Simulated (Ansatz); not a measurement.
## ZnO: the gap under pressure

ZnO, P6_3mc, a = 3.235 Å, c = 5.212 Å. Ansatz: r2SCAN, PAW, 500 eV, Γ-centred 12×12×6 mesh on 4 atoms, Gaussian smearing 0.02 eV; no spin polarisation. Cell and atoms are relaxed at each pressure, and no other structure is tried; the real crystal is known to change phase within this range, so the rows at high pressure are metastable. The gap is sought over the whole zone. The pressures are the targets, met within 0.01 GPa.

| P (GPa) | gap y (eV) |
| --- | --- |
| -3.0 | 1.206 |
| 0.0 | ? |
| 3.0 | 1.266 |
| 8.0 | 1.308 |
| 15.0 | 1.359 |
| 30.0 | 1.446 |
| 60.0 | 1.930 |

Question: Fit y = E0 + αP + βP² to the other rows and predict the missing gap.

Answer: Least squares on the rows shown. y = 1.2436 + 0.0044377 P + 0.00011484 P². So α = 4.4 meV/GPa, but the rows at 0 and 3 GPa alone give 9 meV/GPa, so the parabola doesn't give the slope at zero pressure. With a term in P³ added, the coefficient of P becomes 0.01066, 140 % more, which shows how far this figure hangs on the form. At P = 0.0 the fit asked for gives 1.244 eV. The run gave 1.238 eV, so the fit is 0.006 eV too high, within the rms miss on the fitted rows (0.022 eV): the form describes this series only roughly. Note that among the fitted rows a band edge sits at another point of the zone at 60 GPa than at zero pressure, so one curve spans more than one gap.

Semilocal functionals give gaps under the measured ones; where shallow d states of Zn, Cd, Cu or Ag mix into an O valence top, changes of the gap are off too.